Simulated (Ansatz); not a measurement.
CuO:

```
CELL_PARAMETERS angstrom
4.16094 0.00000 0.00000
0.00000 4.16094 0.00000
0.00000 0.00000 3.88764
ATOMIC_POSITIONS crystal
Cu 0.50000 0.00000 0.50000
Cu 0.00000 0.50000 0.50000
Cu 0.00000 0.00000 0.00000
O 0.00000 0.00000 0.50000
O 0.50000 0.00000 0.00000
O 0.00000 0.50000 0.00000
```

Measurements of this composition are mostly on another form, of space group No. 15.

Program: Ansatz 0.2.0. Alike in all runs: potentials or basis Ansatz PAW; no spin polarisation; cell as given; cutoff (eV) 420; smearing fermi-dirac 0.05 eV.

Task: Order these runs on this cell by their pressure, lowest first.
A. level PBEsol+U; U Cu d U = 4.5 eV; k mesh 7 × 7 × 7; points for each segment of the path 14; hubbard projectors ortho-atomic (the default); double counting fll (the default)
B. level LDA; k mesh 7 × 7 × 7; points for each segment of the path 14
C. level BLYP; k mesh 7 × 7 × 7
D. level PBEsol; k mesh 6 × 6 × 6

Result: B (-11.5 GPa), D (-5.4 GPa), A (-3.0 GPa), C (7.5 GPa).

Caveats: an odd number of electrons without spin polarisation forces a metal; a magnetic or distorted state may lie lower; the run has no spin polarisation, though such a crystal can be magnetic; the PAW data sets come from PBE, with cores solved anew for the run's functional, which leaves a small shift of forces and pressure; the density of states is complete only up to the lowest level of the last band computed (some runs); the potentials were made for another functional, which shifts forces and pressure (some runs).

Not every run made on this cell is shown here.
